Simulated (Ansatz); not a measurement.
This script drives Ansatz's Python interface.

`si_paw_lapw.py`:
```python
'''Checking the PAW result for Si with LAPW.'''

import ansatz as az
import numpy as np


def count_gap(report):
    # lowest empty less highest filled band, counting bands; zero where they overlap
    return max(report.get('gap_by_band_count_ev') or 0.0, 0.0)


def main() -> None:
    cell = (
        az.Lattice.from_parameters(3.607459, 3.607459, 3.607459, alpha=97.80345, beta=97.80345, gamma=136.75657)
        .atom('Si', (0.25, 0.75, 0.5))
        .atom('Si', (0.5, 0.5, 0.0))
    )

    model = cell.calculation()
    model = model.kpoints(14, 14, 14)
    model = model.functional(az.Functional.PBE)
    model = model.occupations('cold', width=0.1).stress()
    model = model.forces()
    model = model.band_table()
    variants = {
        'PAW': model.pseudopotentials('paw'),
        'LAPW': model.pseudopotentials('all_electron', lapw=True),
    }
    # totals differ by the cores that each treatment holds, so compare what does not depend on them
    rows = []
    for label, variant in variants.items():
        data = variant.run().report
        levels = np.array(data['eigenvalues_ev'][0]) - data['fermi_energy_ev']
        print(label, 'levels at the first k-point near E_F:', np.round(levels[np.abs(levels) < 5], 3))
        rows.append((label, data['n_electrons'], np.trace(data['stress_gpa']) / 3, count_gap(data)))
    lines = [','.join(['treatment', 'electrons in bands', 'P GPa', 'gap by band count eV'])] + [','.join(f'{v:.4f}' if isinstance(v, float) else str(v) for v in row) for row in rows]
    print('\n'.join(lines))
    with open('paw_lapw.csv', 'w') as handle:
        handle.write('\n'.join(lines) + '\n')


if __name__ == '__main__':
    main()
```

It is started by `python si_paw_lapw.py`. Estimate its wall time and peak memory on 1 thread of Arm Neoverse V2, on a shared host.

It took about 22 s, with a peak of 0.6 GiB, for 2 runs of the engine.

```console
$ python si_paw_lapw.py
DeckWarning: basis.ecutwfc = 420 eV, auto-derived from the records' recommended cutoffs: set by Si (normal level)
PAW levels at the first k-point near E_F: [-2.47  -2.47  -1.763  1.53 ]
LAPW levels at the first k-point near E_F: [-2.471 -2.471 -1.763  1.534]
treatment,electrons in bands,P GPa,gap by band count eV
PAW,8.0000,3.1660,0.0000
LAPW,24.0000,3.1679,0.0000
```
(Warnings from the package without file and line.)

PAW gives 3.166 GPa and LAPW 3.168 GPa, 0.002 GPa apart. They took 3.0 and 18.3 s of processor time.

The computed bands are complete only to about 2.4 eV above the Fermi level. A gap by band count of zero or less means overlapping bands, a metal. This isn't the structure that Si takes at ambient conditions. Gaps and levels are Kohn-Sham values on a finite set of k-points. Pressure is positive in compression; the treatments may keep other shells as core, so totals and counts of electrons can differ.
